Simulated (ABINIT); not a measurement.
## TePb: equation of state with PBE

The system is TePb.

```
CELL_PARAMETERS angstrom
0.00000 3.23100 3.23100
3.23100 0.00000 3.23100
3.23100 3.23100 0.00000
ATOMIC_POSITIONS crystal
Pb 0.00000 0.00000 0.00000
Te 0.50000 0.50000 0.50000
```

```json
{
 "Program": "ABINIT 10.8.3 (patched build)",
 "Task": "equation of state",
 "Functional": "PBE",
 "Potentials or basis": "SG15 NC PBE v1.2",
 "Cutoff": "816 eV",
 "k mesh": "7 × 7 × 7",
 "Occupations": "fermi-dirac, width 0.05 eV",
 "Spin": "no spin polarisation"
}
```

| Quantity | Value |
| --- | --- |
| Equilibrium volume | 35.43 Å³/atom |
| Bulk modulus | 39 GPa |
| Pressure derivative of the bulk modulus | 4.5 |

Energy against volume, from the lowest point:
```csv
volume (Å³/atom),energy (meV/atom)
31.706,57.75
32.380,37.15
33.055,21.56
33.730,10.48
34.404,3.46
35.079,0.09
35.753,0.00
```

Wall time 5.1 min on 1 thread of Intel(R) Xeon(R) Platinum 8488C (Sapphire Rapids), with other jobs on the host, peak memory 0.13 GiB.

Caveat: pressures at fixed basis lie under the slope of the energies. The run has no spin-orbit coupling, so splittings on Pb, Te are missing.
